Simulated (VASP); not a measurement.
CaS, 2 atoms in the cell. The structure is cubic, space group Fm-3m (No. 225). The conventional cell has a = 5.712 Å, b = 5.712 Å, c = 5.712 Å, α = 90.00°, β = 90.00°, γ = 90.00°. Ca (site symmetry m-3m) has 6 S at 2.86 Å as nearest neighbours. S (site symmetry m-3m) has 6 Ca at 2.86 Å as nearest neighbours. 

| Quantity | Value |
| --- | --- |
| Program | VASP 6.6.1 |
| Task | single point |
| Functional | PBE |
| Potentials or basis | VASP PAW PBE potentials, release 64 (Ca_sv, S) |
| Cutoff | 520 eV |
| k mesh | 8 × 8 × 8 |
| Occupations | gaussian, width 0.02 eV |
| Spin | no spin polarisation |
| Dipole correction | no |
| Further INCAR settings | ALGO = Normal; EDIFF = 1e-07; NBANDS = 15 |

Potentials or basis: VASP PAW PBE potentials, release 64 (Ca_sv, S).

Launch:

```bash
$ cat potpaw_PBE.64/Ca_sv/POTCAR potpaw_PBE.64/S/POTCAR > POTCAR
$ mpirun -np 1 vasp_std > vasp.out
```

Hardware: 1 thread of Intel(R) Xeon(R) Platinum 8259CL CPU @ 2.50GHz (Skylake/Cascade Lake), with other jobs on the host.

How long does it take, and how much memory?

Run time: 18 s on 1 thread of Intel(R) Xeon(R) Platinum 8259CL CPU @ 2.50GHz (Skylake/Cascade Lake), on a shared host, peak memory 0.17 GiB. Counts: scf iterations 13, k points 29.
